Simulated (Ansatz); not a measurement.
The first iterations of a band of a periodic cell of 29 atoms, Li27HS (surface Li(110), adsorbate SH).

All numbers below come from Ansatz 0.2.0, DFT PBE, scalar-relativistic, plane waves, PAW. Settings: cutoff 420 eV, k mesh 2x2x1, gaussian smearing 0.05 eV, no spin polarisation.

```yaml
movable_images: 5
climbing_image: yes
spring: 2.0 eV/Å²
optimiser: quadratic models (default)
start_path: IDPP
force_threshold: 0.05 eV/Å
iteration_limit: 64
end_points: relaxed
atoms_held: 1 to 9
```

Image 0:

```xyz
29
Lattice="10.4700 0.0000 0.0000 5.2350 7.4034 0.0000 0.0000 0.0000 15.9356" Properties=species:S:1:pos:R:3
Li 0.000 0.000 1.000
Li 3.490 0.000 1.000
Li 6.980 0.000 1.000
Li 1.745 2.468 1.000
Li 5.235 2.468 1.000
Li 8.725 2.468 1.000
Li 3.490 4.936 1.000
Li 6.980 4.936 1.000
Li 10.470 4.936 1.000
Li 0.080 2.926 3.349
Li 3.492 3.023 3.301
Li 6.905 2.925 3.349
Li 1.745 5.465 3.314
Li 5.238 5.463 3.314
Li 8.727 5.322 3.295
Li 3.494 7.983 3.330
Li 7.071 7.802 3.406
Li 10.382 7.803 3.406
Li -0.127 0.163 5.635
Li 3.494 -0.308 5.964
Li 7.115 0.164 5.631
Li 1.927 2.352 5.672
Li 5.061 2.353 5.673
Li 8.730 2.785 5.817
Li 3.494 4.986 5.629
Li 6.653 4.959 5.768
Li 10.807 4.960 5.769
S 8.729 4.901 6.929
H 8.728 4.849 8.289
```

Image 6:

```xyz
29
Lattice="10.4700 0.0000 0.0000 5.2350 7.4034 0.0000 0.0000 0.0000 15.9356" Properties=species:S:1:pos:R:3
Li 0.000 0.000 1.000
Li 3.490 0.000 1.000
Li 6.980 0.000 1.000
Li 1.745 2.468 1.000
Li 5.235 2.468 1.000
Li 8.725 2.468 1.000
Li 3.490 4.936 1.000
Li 6.980 4.936 1.000
Li 10.470 4.936 1.000
Li -0.292 2.954 3.597
Li 3.734 2.837 3.430
Li 7.037 2.731 3.625
Li 1.838 5.049 3.213
Li 5.320 5.402 3.288
Li 8.575 5.318 3.101
Li 3.408 7.609 3.342
Li 6.914 8.045 3.299
Li 10.475 7.530 3.554
Li -0.177 -0.262 5.654
Li 3.111 -0.773 5.526
Li 7.011 -0.198 5.649
Li 1.701 2.195 5.693
Li 4.796 1.553 5.866
Li 8.715 2.143 5.989
Li 3.384 4.636 5.642
Li 6.294 4.276 5.852
Li 10.618 5.072 5.577
S 8.504 4.249 5.155
H 10.307 7.060 5.601
```

| iteration | highest image above the first end (eV) | largest band force component (eV/Å) |
| --- | --- | --- |
| 1 | 1.460 | 2.277 |
| 2 | 1.075 | 1.862 |
| 3 | 1.148 | 11.192 |
| 4 | 0.701 | 0.796 |
| 5 | 0.705 | 1.994 |
| 6 | 0.553 | 0.684 |

**Question.** Does the band converge within its limit, and where does its top end?

**Answer.** It converged. It ended after 20 iterations with the highest image 0.446 eV above the first end. Neighbouring images differ by up to 1.6 eV, so the band resolves the path poorly. By the program's own check the climbing image is of a kind that is not told: the force calls were inconclusive, a negative curvature could not be distinguished from the path's own, the only one lies far off the path, or fixed occupations may fill a level only in part (lowest curvatures found: -1.74 and 0.02 eV/Å²). Limits of this set-up: coarse k mesh, thin slab, slab without dipole correction.

Time of the run: 26 min on 2 threads of Arm Neoverse V2 (shared host), peak memory 3 GiB.
